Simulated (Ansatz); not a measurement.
## WS₂: energy along a strain

WS₂, P6_3/mmc, a = 3.115 Å, c = 11.772 Å. Ansatz: PBEsol+D3(BJ), PAW, 420 eV, Γ-centred 12×12×4 mesh on 6 atoms, Gaussian smearing 0.05 eV; no spin polarisation. Cell vectors (Å): 3.115 0.000 0.000; -1.557 2.697 0.000; 0.000 0.000 11.772. The cell is strained by x per cent times the pattern (0 0 0 1 0 0) in the order xx yy zz yz xz xy (engineering shears), with fractional coordinates held. y is the free energy over the start, V0 = 16.485 Å³/atom. Symmetry makes y even in x.

| x (%) | y (meV/atom) |
| --- | --- |
| -6.00 | 33.70 |
| -3.00 | 8.41 |
| 0.00 | 0.00 |
| 0.75 | ? |
| 1.50 | 2.10 |
| 2.25 | 4.73 |
| 3.75 | 13.15 |
| 4.50 | 18.94 |
| 5.25 | 25.79 |

**Question.** Fit y = c2 x² + c4 x⁴ to the other rows, get the stiffness along the pattern, and predict the missing energy.

**Answer.** Least squares on the rows shown. y = 0.93422 x² + 5.2970×10⁻⁵ x⁴. The clamped-ion stiffness p·C·p = 2 × 9.342 eV × 160.2 / 16.485 Å³ = 182 GPa, which is C44 in these axes. At x = 0.75 the fit asked for gives 0.53 meV/atom. The run gave 0.53 meV/atom, the same to the digits shown.

Spin–orbit coupling is left out, which can shift energies with elements as heavy as these.

Cost: 9 runs of about 3.4 core-minutes in all, on Intel Xeon Platinum 8259CL (Skylake/Cascade Lake) (shared hosts).